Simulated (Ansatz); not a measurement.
## Abstraction of H: C4H10O + C2H5ClGa → C4H9O + C2H6ClGa

Species: C4H10O (diethyl ether) `CCOCC`, singlet; C2H5ClGa `C[CH2][Ga][Cl]`, doublet; C4H9O `[CH2]COCC`, doublet; C2H6ClGa `C[CH2][GaH][Cl]`, singlet. A radical takes H: the energy is the difference in strength between the C–H bond broken and the Ga–H bond made.

Shapes, held fixed at every level: PBE0-D4/def2-TZVP. Flexible molecules stand in one conformer, not always the lowest. Programs: Ansatz 0.2.0. Electronic energies: no zero-point or thermal term.

```csv
level,kind,ΔE (kJ/mol),less CCSD(T)/def2-TZVPP
HF/def2-TZVPP,Hartree–Fock,+95.7,-21.8
PBE-D4/def2-TZVPP,GGA,+130.4,+12.9
r2SCAN-D4/def2-TZVPP,meta-GGA,+114.6,-2.9
B3LYP-D4/def2-TZVPP,global hybrid,+125.3,+7.8
PBE0-D4/def2-TZVPP,global hybrid,+122.8,+5.3
CCSD/def2-TZVPP,coupled cluster or CI,+113.7,-3.8
CCSD(T)/def2-TZVPP,coupled cluster or CI,+117.5,0.0
```

The highest level, CCSD(T)/def2-TZVPP, gives ΔE = +117.5 kJ/mol; the levels span +95.7 to +130.4. The column of differences is taken from that level and isn't an error. No measured value is set beside it here. Open shells run unrestricted. Relativity is left out for Ga. Outer-core shells of Ga are correlated in most correlated rows, in sets that cover them unevenly.

Hydrogen transfer from the ether to gallium is clearly uphill at every level, with +117.5 kJ/mol at CCSD(T): the Ga–H bond formed is much weaker than the C–H bond broken. Carbon's compact valence orbitals overlap well with hydrogen 1s, whereas gallium's 4s and 4p orbitals are more diffuse and overlap less effectively. The unpaired electron of the Ga(II) radical also probably sits in an orbital with considerable 4s character, which lessens the gain from oxidation to Ga(III).

Hartree–Fock gives the smallest endothermicity, so correlation favours the reactant side, probably because it strengthens the compact C–H bond more than the Ga–H bond.

The site matters too. The hydrogen comes from a terminal methyl group, leaving a radical centre not directly stabilised by oxygen. Abstraction next to oxygen should cost less, since the lone pair can delocalise into the half-filled orbital. The energies favour the reverse reaction, hydrogen donation from Ga–H to the primary alkyl radical, but say nothing about its barrier.
